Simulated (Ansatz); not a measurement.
# AlCu3: the cost of one run

Method: DFT PBEsol, scalar-relativistic, plane waves, PAW, in Ansatz 0.2.0.

11 further runs of the same task are left out: 11 set aside as unsound or not needed. Runs told in other sessions of the task aren't counted.

### Step 1. The starting structure

The structure is cubic, space group Fm-3m (No. 225). The conventional cell has a = 5.767 Å, b = 5.767 Å, c = 5.767 Å, α = 90.00°, β = 90.00°, γ = 90.00°. Around Al (site symmetry m-3m) lie 8 Cu at 2.50 Å. Cu (site symmetry m-3m) is surrounded by 8 Cu at 2.50 Å. Cu (site symmetry -43m) is surrounded by 4 Al at 2.50 Å and 4 Cu at 2.50 Å.

As a file:

```
Al Cu
1.0
     0.00000    2.88337    2.88337
     2.88337    0.00000    2.88337
     2.88337    2.88337    0.00000
Al Cu
1 3
Direct
  0.00000 0.00000 0.00000
  0.50000 0.50000 0.50000
  0.25000 0.25000 0.25000
  0.75000 0.75000 0.75000
```

It goes back to an entry of the Materials Project, which need not be the stable form.

This cell was relaxed beforehand with the same method: volume 11.99 Å³/atom, gap on the mesh none (metal).

### Step 2. The scan

The energy is mapped over a normal mode and a strain (zone-centre modes of the cell shown) (x along [1 0 0], y along [0 1 0], z along [0 0 1] of the conventional cell).

The axes are (1) amplitude of mode 9 (195 cm⁻¹), largest displacement in the unstrained cell: 11 values from −0.154 Å; (2) strain +e along z and -e/2 along x and y: 7 values from −7.00 %.

Nothing else is relaxed (the pattern is fixed in fractional coordinates). Energies count from the relaxed high-symmetry cell. Points are written as (first, second).

The modes come from a phonon run on the reference cell, made beforehand.

Displacement patterns for an amplitude of 1 (Å):

```tsv
atom	x1	y1	z1
Al1	0.000	0.000	-0.551
Cu2	0.000	0.000	1.000
Cu3	0.000	0.000	-0.383
Cu4	0.000	0.000	-0.383
```

### Step 3. Grid point (−0.154 Å, 7.00 %)

The input, input.yaml:

```yaml
crystal:
  lattice:
    - [0.0, 2.7824515428, 3.0852053376]
    - [2.7824515428, 0.0, 3.0852053376]
    - [2.7824515428, 2.7824515428, 0.0]
  atoms:
    - { symbol: Al, position: [0.0147264337, 0.0147264337, -0.0147264337] }
    - { symbol: Cu, position: [0.4732951324, 0.4732951324, 0.5267048676] }
    - { symbol: Cu, position: [0.2602260227, 0.2602260227, 0.2397739773] }
    - { symbol: Cu, position: [0.7602260227, 0.7602260227, 0.7397739773] }
basis:
  ecutwfc: 520.0
kpoints:
  mp_grid: { grid: [12, 12, 12] }
hamiltonian:
  xc: pbesol
  pseudopotentials: { kind: paw, azcp: { folder: soft_1 } }
scf:
  occupations: { method: gaussian, width: 0.15 }
output:
  forces: true
  stress: true
  eigenvalues: true
```

Launch:

```sh
ansatz run input.yaml --threads 2 --pin off --max-ram 4096MiB --backend cpu --events-out ev --progress --plain --runs-dir out
```

Q: Estimate wall time and peak memory on 2 threads of Intel Xeon 6975P-C (Granite Rapids), shared host.

About 10 s, with a peak of 0.57 GiB.
